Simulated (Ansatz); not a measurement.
**Ge under changes of volume**

One of the cells (22.639 Å³/atom); the others are scaled copies at fixed shape and fractional positions:

```
Ge
1.0
     0.00000    2.82891    2.82891
     2.82891    0.00000    2.82891
     2.82891    2.82891    0.00000
Ge
2
Direct
  0.75000 0.75000 0.75000
  0.50000 0.50000 0.50000
```

```yaml
Program: Ansatz 0.2.0
Functional: r2SCAN50
Potentials_or_basis: Ansatz PAW
Cutoff: "500 eV (not typed: the program's choice for these potentials)"
k_mesh: 4 × 4 × 4
Occupations: fermi-dirac, width 0.05 eV
Spin: no spin polarisation
```

```tsv
volume (Å³/atom)	energy over the lowest point (meV/atom)	pressure (GPa)	gap on the mesh (eV)
21.281	9.24	3.7	3.18
21.733	1.75	1.6	3.10
22.186	0.00	-0.3	3.00
22.639	3.28	-2.0	2.91
23.092	11.14	-3.5	2.82
23.545	23.07	-4.9	2.73
23.997	?	?	?
```

Question: What does the run at 23.997 Å³/atom give?

Answer: Energy over the lowest point 38.62 meV/atom; pressure -6.1 GPa; gap on the mesh 2.50 eV.

Worked out: A Birch-Murnaghan fit of order 3 (a polynomial in V^(-2/3)) to the other rows has its minimum at 22.11 Å³/atom with B0 = V·E''(V) = 90 GPa and B' = 4.5. It gives 38.58 meV/atom at 23.997 Å³/atom, against the run's 38.62, and -dE/dV = -6.1 GPa, against -6.1. A straight line through the other rows of the gap, of slope -4.49 eV per unit of ln V, extrapolates to 2.65 eV, against the run's 2.50.

Energies are extrapolated to zero smearing.

Caveats: all runs use coarse meshes; the PAW data sets come from PBE, with cores solved anew for the run's functional, which leaves a small shift of forces and pressure; the thresholds are loose for stress.

A mesh can miss the band edges. Spin-orbit coupling on Ge is left out.
